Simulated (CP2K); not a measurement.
Runs of CP2K 2026.2 on MgB2. Symmetry: P6/mmm, No. 191, hexagonal system. Conventional cell: a = 3.085 Å, b = 3.085 Å, c = 3.523 Å, α = 90.00°, β = 90.00°, γ = 120.00°. Mg (site symmetry 6/mmm) is surrounded by 12 B at 2.51 Å. B (site symmetry -6m2) is surrounded by 3 B at 1.78 Å. 

```tsv
level	smearing	EPS_DEFAULT	NGRIDS	D3 from the s-dftd3 library (D3_REFERENCE_CODE)	cutoff radius of the dispersion sum (A)	gap on the mesh (eV)	pressure (GPa)
RPBE+D3(BJ)	fermi-dirac 0.05 eV	1.0E-9	4	yes	20	none	-20.4
RPBE+D3	fermi-dirac 0.05 eV	1.0E-9	4	yes	20	none	-2.6
RPBE+D4	fermi-dirac 0.05 eV	1.0E-9	4	-	20	none	(b)
RPBE	fermi-dirac 0.05 eV	1.0E-9	4	-	-	none	1.8
PBE	gaussian 0.1 eV	1.0E-10	5	-	-	none	(a)
PBEsol	gaussian 0.02 eV	1.0E-10	4	-	-	none	-0.9
RPBE+D3(BJ)+ATM	fermi-dirac 0.05 eV	1.0E-9	4	yes	20	none	-19.8
```

Alike in all rows: task single point; potentials or basis POTENTIAL_UZH Mg GTH-PBE-q10, B GTH-PBE-q3; TZVP-MOLOPT-PBE-GTH basis; no spin polarisation; cell as given; k mesh 10 × 10 × 8.

Q: Estimate the missing entries.

A: (a) 0.2; (b) -6.8.

Caveats: the basis of atomic orbitals isn't converged, which shifts pressures, moduli and gaps; the potentials were made for another functional, which shifts forces and pressure (some runs); pairwise dispersion overbinds metals, which lowers pressure and volume (some runs).

A gap of «none» marks a metal or a gap under the smearing width.
